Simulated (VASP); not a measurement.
# BN: convergence, self-consistent run

BN, Fmm2 (no. 42), 2 atoms in the cell. R2SCAN; PAW potentials N, B (PBE set). VASP 6.6.1.

Wanted: energy within 0.2 meV/atom; levels at the zone centre within 0.003 eV.

What the run is for: comparing ways to start; Accuracy asked: tight.

Levels at the zone centre: counted from the valence top at that point.

POSCAR:
```
BN
1.0
    0.0000000000      3.4953158300      2.1660912400
    1.2516321000      0.0000000000      2.1660912400
    1.2516321000      3.4953158300      0.0000000000
N B
1 1
Direct
    0.6666513400      0.6666513400      0.3333486600
    0.0000486500      0.0000486500      0.9999513500
```

## How the run starts (with a second run first, the time holds both)

| How the run starts (with a second run first, the time holds both) | Energy less reference (meV/atom) | Levels at the zone centre, largest deviation (eV) | Time (s) |
|---|---|---|---|
| from scratch: 17 SCF iterations | 0.00 | 0.0000 | 185 |
| PBE orbitals (WAVECAR): 12 + 10 SCF iterations | 0.00 | 0.0001 | 134 |
| PBE density (CHGCAR): 12 + 21 SCF iterations | 0.00 | 0.0001 | 214 |
| loose PBE orbitals: 9 + 10 SCF iterations | 0.00 | 0.0001 | 116 |

Chosen: loose PBE orbitals: 9 + 10 SCF iterations, the fastest of those that stay within half of the tolerance.

## All choices together

| Input | Energy less reference (meV/atom) | Levels at the zone centre, largest deviation (eV) | Time (s) |
|---|---|---|---|
| chosen settings | 0.00 | 0.0001 | 116 |
| reference settings throughout | 0.00 | 0.0000 | 185 |

The tolerance is met.

Values of the reference run: Levels at the zone centre: -0.0075, 0, 6.624 eV from the valence top at Gamma.

## The input

INCAR.step1:
```
SYSTEM = BN
ALGO     = Normal         ! electronic algorithm
EDIFF    = 0.001          ! SCF threshold, eV
EFERMI   = MIDGAP       
ENCUT    = 580            ! plane-wave cutoff, eV
GGA      = PE             ! functional
GGA_COMPAT= .False.      
ISIF     = 2              ! what is computed and relaxed
ISMEAR   = 0              ! smearing method
LASPH    = .True.         ! aspherical terms in the spheres
LCHARG   = .True.         ! write CHGCAR
LREAL    = .False.        ! projectors in reciprocal space
LWAVE    = .True.         ! write WAVECAR
NELM     = 120            ! most SCF steps
PREC     = Accurate       ! precision mode
SIGMA    = 0.03           ! smearing width, eV
```

INCAR.step2, as INCAR.step1 but for:
```
- EDIFF = 0.001
- GGA = PE
- LCHARG = .True.
- LWAVE = .True.
+ EDIFF = 1E-6
+ ISTART = 1
+ LCHARG = .False.
+ LMIXTAU = .True.
+ LWAVE = .False.
+ METAGGA = R2SCAN
```

KPOINTS:
```
k-points
0
Gamma
  11 11 11
```

Commands (each step's output is kept before the next begins):
```
cat potpaw_PBE.64/N/POTCAR potpaw_PBE.64/B/POTCAR > POTCAR
cp INCAR.step1 INCAR
mpirun -np 1 vasp_std > vasp.out
cp INCAR.step2 INCAR
mpirun -np 1 vasp_std > vasp.out
```

The chosen input took VASP 6.6.1 116 s on 1 core (AMD EPYC 9R45 (Zen 5)), a shared host.
